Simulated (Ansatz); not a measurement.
Runs of Ansatz 0.2.0 on As. It takes space group R-3m (No. 166, trigonal). The conventional cell has a = 3.762 Å, b = 3.762 Å, c = 10.542 Å, α = 90.00°, β = 90.00°, γ = 120.00°. As (site symmetry 3m) is surrounded by 3 As at 2.51 Å. 

```tsv
task	level	spin	cell	k mesh	points for each segment of the path	gap on the mesh (eV)	pressure (GPa)	relaxed volume (Å³/atom)	largest force (eV/Å)
relaxation of cell and atoms	PBEsol	off	relaxed	9 × 9 × 9	-	0.08	0.0	20.87	-
band structure	LDA	off	as given	9 × 9 × 9	14	none	-1.4	-	(b)
relaxation of cell and atoms	LDA	off	relaxed	9 × 9 × 9	-	0.08	0.0	(a)	-
band structure	LDA	SOC, no magnetisation	as given	7 × 7 × 7	14	none	-1.4	-	0.22
band structure	PBEsol	off	as given	9 × 9 × 9	14	none	0.3	-	0.37
```

Alike in all rows: potentials or basis Ansatz PAW; cutoff (eV) 420; smearing fermi-dirac 0.05 eV.

Question: Fill in the values left out.

Answer: (a) 20.40; (b) 0.26.

Caveats: the PAW data sets come from PBE, with cores solved anew for the run's functional, which leaves a small shift of forces and pressure; odd divisions of the mesh miss points on the zone boundary, where band edges often lie, so the gap on the mesh can be too wide (some runs); the plane-wave basis is chosen anew once the cell has moved, so the energies of steps on either side of that aren't comparable (some runs).

A k mesh can miss the band edges, and rows without SOC leave out spin-orbit coupling on As.

A gap of «none» marks a metal or a gap under the smearing width.

Runs at the PBE level aren't shown here.
